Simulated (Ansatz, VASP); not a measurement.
# One calculation of Li2S, two programs

```
CELL_PARAMETERS angstrom
0.00000 2.82711 2.82711
2.82711 0.00000 2.82711
2.82711 2.82711 0.00000
ATOMIC_POSITIONS crystal
Li 0.25000 0.25000 0.25000
Li 0.75000 0.75000 0.75000
S 0.00000 0.00000 0.00000
```

Alike in both runs: functional PBEsol; k mesh 8 × 8 × 8; occupations gaussian, width 0.02 eV; no spin polarisation.

Ansatz relaxed the structure, and its values are those at the end. VASP's run is a single point on that final structure, the one shown.

|  | VASP | Ansatz |
| --- | --- | --- |
| version | VASP 6.6.1 | Ansatz 0.2.0 |
| potentials or method | VASP PAW PBE potentials, release 64 (Li_sv, S) | scalar-relativistic, plane waves, PAW |
| plane-wave cutoff (eV) | 520 | 420 |
| valence electrons in the cell | 12 | 12 |

```tsv
	VASP	Ansatz	Ansatz less VASP
gap on the k mesh at the Fermi level (eV)	3.20	3.20	+0.001
least direct gap on the mesh (eV)	4.22	4.22	-0.009
```

 A k mesh can miss the band edges.
